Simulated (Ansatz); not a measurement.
# The polar optical mode of AlN at 5 GPa, worked through

Method: DFT PBE, scalar-relativistic, plane waves, PAW (Ansatz). Settings: 420 eV plane-wave cutoff, Γ-centred 10×10×10 mesh, fixed occupations. No spin polarisation. Phonons by linear response, acoustic sum rule imposed.

The cell, relaxed at 5 GPa:
```
CELL_PARAMETERS angstrom
0.00000 2.18353 2.18353
2.18353 0.00000 2.18353
2.18353 2.18353 0.00000
ATOMIC_POSITIONS crystal
Al 0.00000 0.00000 0.00000
N 0.75000 0.75000 0.75000
```

Other phases may be more stable at this pressure.

Linear response gives ν_TO = 657.6 cm⁻¹, Born charges ±2.546 e (positive on Al) and ε∞ = 4.577. The primitive cell holds 20.821 Å³, and the masses are 26.982 and 14.007 amu.

Problem. Find ν_LO and the static dielectric constant.

Solution. The long-wave field adds a restoring force: ω_LO² − ω_TO² = Z*²e²/(ε_vac ε∞ μV). In these units ν_LO² − ν_TO² = 4.92064×10⁷ Z*²/(μ V ε∞) cm⁻², with μ = m₁m₂/(m₁ + m₂) = 9.220 amu: 363048 cm⁻². So ν_LO = √(657.6² + 363048) = 891.9 cm⁻¹, and the run gives 891.9. Lyddane–Sachs–Teller then gives ε0 = ε∞ (ν_LO/ν_TO)² = 8.42, against 8.42 in the run (it forms both from the same three quantities, so the match checks the arithmetic only). Between ν_TO and ν_LO the dielectric function is negative and an undamped crystal reflects fully: a reststrahlen band from 11.2 to 15.2 μm.

Problem. What do the Clausius–Mossotti polarisability and the Szigeti charge come to?

Solution. With the Lorentz local field, α = (3V/4π)(ε∞ − 1)/(ε∞ + 2) = 2.70 Å³ for the pair, and e_S = 3Z*/(ε∞ + 2) = 1.16 e. The Born charge includes the electrons' response to the dipole's own local field, and e_S takes that enhancement out. The Lorentz field assumes point-like polarisable ions, a poor picture once ε∞ is this large, since the electron clouds then overlap or are shared, so both numbers are formal here.

Problem. How strongly does a slow electron couple to the LO mode?

Solution. For one isotropic parabolic band, Fröhlich's constant is α_F = (1/ε∞ − 1/ε0) √(m* Ry/ħω_LO), with Ry = 13.606 eV, ħω_LO = 110.6 meV and m* in free-electron masses: α_F = 0.0997 × 11.09 × √m* = 1.11 √m*. The band mass isn't part of this run; for m* = 0.1, 0.3 and 1 it gives 0.35, 0.61, 1.11. In weak coupling the polaron lies α_F ħω_LO below the band edge (67 meV at m* = 0.3) with a mass m*(1 + α_F/6); past α_F of about 5 or 6 that expansion fails. A semilocal functional's ε∞ tends to be too large, which taken alone lowers α_F.

This zinc-blende form isn't the usual stable structure of the compound at low pressure.

Cost: 1 run of about 0.18 core-minutes, on AMD EPYC 9R45 (Zen 5) (shared hosts).